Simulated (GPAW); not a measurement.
The system is SnTe.

```
Te Sn
1.0
     3.90470    0.00000    0.00000
     0.00000    3.90470    0.00000
     0.00000    0.00000    3.90470
Te Sn
1 1
Direct
  0.50000 0.50000 0.50000
  0.00000 0.00000 0.00000
```

Measurements of this composition are mostly on another form, of space group No. 225.

Base run:

```yaml
Program: GPAW 26.7.0
Functional: LDA
Potentials_or_basis: the program's PAW data sets (release 1.2.1) made for this functional
Cutoff: 600 eV
Basis: pw
k_mesh: 7 × 7 × 7
Occupations: gaussian, width 0.1 eV
Spin: no spin polarisation
```

Its results: band gap on the k mesh none (metal or under the smearing width); pressure -5.1 GPa.

The run is repeated on the same cell with these changes: functional from LDA to RPBE; occupations from gaussian, width 0.1 eV to gaussian, width 0.05 eV. What comes out?

Band gap on the k mesh none (metal or under the smearing width); pressure 0.0 GPa.
